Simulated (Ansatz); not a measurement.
# Rh: enthalpies of structure types against pressure

All-electron LAPW in Ansatz 0.2.0 under PBE, scalar-relativistic, energies extrapolated to zero smearing. Each structure type was compressed from its own relaxed volume, symmetry kept and shape relaxed on PAW files, and E(V) was fitted to energies and pressures; H = E + pV has no temperature or zero-point term. Only these types were tried: fcc (Fm-3m, 17×17×17 mesh, 14.05 Å³/atom at rest); diamond (Fd-3m, 13×13×13 mesh, 20.94 Å³/atom at rest); omega (P6/mmm, 8×8×11 mesh, 14.45 Å³/atom at rest); sc (Pm-3m, 15×15×15 mesh, 16.33 Å³/atom at rest); beta tin (I4_1/amd, 18×18×18 mesh, 15.62 Å³/atom at rest); hcp (P6_3/mmc, 18×18×10 mesh, 14.12 Å³/atom at rest); simple hexagonal (P6/mmm, 17×17×15 mesh, 15.35 Å³/atom at rest); bcc (Im-3m, 17×17×17 mesh, 14.49 Å³/atom at rest). Spin polarisation is left out. Spin–orbit coupling is left out; Fermi–Dirac smearing is 0.05 to 0.1 eV. Enthalpies carry a few meV/atom of noise from meshes and fits.

Enthalpies against fcc:

| p (GPa) | fcc (meV/atom) | diamond (meV/atom) | omega (meV/atom) | sc (meV/atom) | beta tin (meV/atom) | hcp (meV/atom) | simple hexagonal (meV/atom) | bcc (meV/atom) |
| --- | --- | --- | --- | --- | --- | --- | --- | --- |
| 0 | 0 | 1116 | 231 | 802 | 549 | 40 | 499 | 351 |
| 24 | 0 | 2013 | 282 | 1094 | 753 | 47 | 666 | 404 |
| 65 | 0 | 3217 | 348 | 1477 | 1022 | 57 | 884 | 468 |
| 120 | 0 | 4528 | 418 | 1879 | 1307 | 67 | 1113 | 529 |
| 240 | 0 | 6825 | 532 | 2550 | 1785 | 84 | 1493 | 615 |
| 400 | 0 | 9285 | 643 | 3231 | 2271 | 102 | 1874 | 680 |
| 610 | 0 | 11965 | 750 | 3941 | 2771 | 119 | 2267 | 723 |
| 770 | 0 | 13748 | 813 | 4403 | 3090 | 129 | 2519 | 735 |

What sequence of phases does this give?

Among the types tried, fcc is lowest at zero pressure and stays so up to 810 GPa.
